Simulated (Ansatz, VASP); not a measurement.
# Rb in VASP and in Ansatz

```
CELL_PARAMETERS angstrom
8.21991 0.00000 0.00000
-4.10996 7.11865 0.00000
0.00000 0.00000 4.93936
ATOMIC_POSITIONS crystal
Rb 0.00000 0.00000 0.00000
Rb 0.33333 0.66667 0.50000
Rb 0.66667 0.33333 0.50000
```

Alike in both runs: functional BLYP; k mesh 5 × 5 × 7; occupations fermi-dirac, width 0.1 eV; no spin polarisation.

Ansatz relaxed the structure, and its values are those at the end. VASP's run is a single point on that final structure, the one shown.

|  | VASP | Ansatz |
| --- | --- | --- |
| version | VASP 6.6.1 | Ansatz 0.2.0 |
| potentials or method | VASP PAW PBE potentials, release 64 (Rb_sv) | plane waves (420 eV) with PAW, scalar-relativistic |
| plane-wave cutoff (eV) | 520 | 420 |
| valence electrons in the cell | 27 | 27 |

```tsv
	VASP	Ansatz	Ansatz less VASP
pressure (GPa)	0.0	0.0	0.00
```

Caveats: the PAW data sets were made with another functional, which shifts forces and pressure a little (VASP).
